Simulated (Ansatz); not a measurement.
This Ca structure is the end of a relaxation. The cell was found from a structure generator's guess, not taken from experiment.

The calculation used Ansatz 0.2.0, DFT PBE, scalar-relativistic, plane waves, PAW. Cutoff 420 eV, Γ-centred mesh, Gaussian smearing, no spin polarisation.

```
Ca
1.0
     6.38695    0.00000    0.00000
    -3.19347    5.53126    0.00000
     0.00000    0.00000   10.42781
Ca
8
Direct
  0.00000 0.00000 0.50000
  0.33333 0.66667 0.00000
  0.66667 0.33333 0.00000
  0.33333 0.66667 0.66654
  0.33333 0.66667 0.33346
  0.66667 0.33333 0.33346
  0.66667 0.33333 0.66654
  0.00000 0.00000 0.00000
```

Energies count from the standard state of Ca at the same level.

Task: What space group does it have?

Result: P6/mmm (No. 191). Conventional cell: a = 6.387 Å, c = 10.428 Å. Around Ca on a site of symmetry 6/mmm lie 12 Ca at 4.08 Å; around Ca on a site of symmetry -6m2 lie 2 Ca at 3.48 Å and 6 Ca at 3.69 Å; around Ca on a site of symmetry 3m lie 2 Ca at 3.47–3.48 Å, 3 Ca at 3.69 Å and 3 Ca at 4.08 Å; Ca on a second site of symmetry 6/mmm has 6 Ca at 3.69 Å.

Task: How far does it lie from the standard state of Ca?

Result: +0.29 eV/atom. So it is a metastable form at best.

Task: Is it a metal?

Result: Yes, bands cross the Fermi level on the 6×6×4 mesh.

The last run used a 6×6×4 mesh (in the run's order of axes) for its 8-atom cell and Gaussian smearing of 0.10 eV. A structure relaxed within its symmetry needn't be a true minimum.
